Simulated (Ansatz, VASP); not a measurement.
Ti2Si3: VASP beside Ansatz

File INCAR:

```
SYSTEM = Ti2Si3
ALGO = Normal
EDIFF = 1E-7
ENCUT = 520
GGA = PE
ISIF = 2
ISMEAR = 0
LASPH = .True.
LCHARG = .True.
LELF = .True.
LREAL = .False.
LVHAR = .True.
LWAVE = .False.
NBANDS = 26
NELM = 60
PREC = Accurate
SIGMA = 0.1
```

The input KPOINTS:

```
k-points
0
Gamma
  4 4 4
  0 0 0
```

POSCAR

```
Ti2Si3
1.0
    4.1790537100      0.0000000000      0.0000000000
    0.0000000000      4.1790537100      0.0000000000
    0.0000000000      0.0000000000      5.2385415900
Ti Si
2 3
Direct
    0.0000000000      0.5000000000      0.1554691400
    0.5000000000      0.0000000000      0.1554691400
    0.0000000000      0.0000000000      0.3556799400
    0.0000000000      0.5000000000      0.7353569900
    0.5000000000      0.0000000000      0.7353569900
```

Input for Ansatz:

```yaml
crystal:
  lattice:
    - [4.17905371, 0.0, 0.0]
    - [0.0, 4.17905371, 0.0]
    - [0.0, 0.0, 5.23854159]
  atoms:
    - { symbol: Ti, position: [0.0, 0.5, 0.15546914] }
    - { symbol: Ti, position: [0.5, 0.0, 0.15546914] }
    - { symbol: Si, position: [0.0, 0.0, 0.35567994] }
    - { symbol: Si, position: [0.0, 0.5, 0.73535699] }
    - { symbol: Si, position: [0.5, 0.0, 0.73535699] }
basis:
  ecutwfc: 420
kpoints:
  mp_grid: { grid: [4, 4, 4] }
hamiltonian:
  xc: pbe
scf:
  occupations: { method: gaussian, width: 0.1 }
  lower_state_search: "off"
output:
  forces: true
  stress: true
  eigenvalues: true
```

Alike in both runs: task single point; functional PBE; k mesh 4 × 4 × 4; occupations gaussian, width 0.1 eV; no spin polarisation.

|  | VASP | Ansatz |
| --- | --- | --- |
| version | VASP 6.6.1 | Ansatz 0.2.0 |
| potentials or method | VASP PAW PBE potentials, release 64 (Ti_sv, Si) | scalar-relativistic, plane waves, PAW |
| plane-wave cutoff (eV) | 520 | 420 |
| valence electrons in the cell | 36 | 36 |

Ansatz gave:

| Quantity | Value |
| --- | --- |
| gap on the k mesh at the Fermi level (eV) | none |
| pressure (GPa) | 10.5 |
| largest component of the traceless stress (GPa) | 10.69 |
| rms of the force components (eV/Å) | 2.113 |

**Question.** What did VASP give for the same quantities?

**Answer.** gap on the k mesh at the Fermi level (eV): none; pressure (GPa): 10.4; largest component of the traceless stress (GPa): 10.74; rms of the force components (eV/Å): 2.115.

Atom by atom the forces differ by 0.002 eV/Å (rms over components). A gap of «none» marks a metal or a gap that the smearing closes. With one functional, cell and mesh, what is left measures potentials, basis and numerics.

Caveats: the k mesh is coarse (spacing up to 0.38 Å⁻¹), so the values aren't converged; forces of over 1 eV/Å show positions far from the minimum, so gaps and moduli don't describe the material at rest.
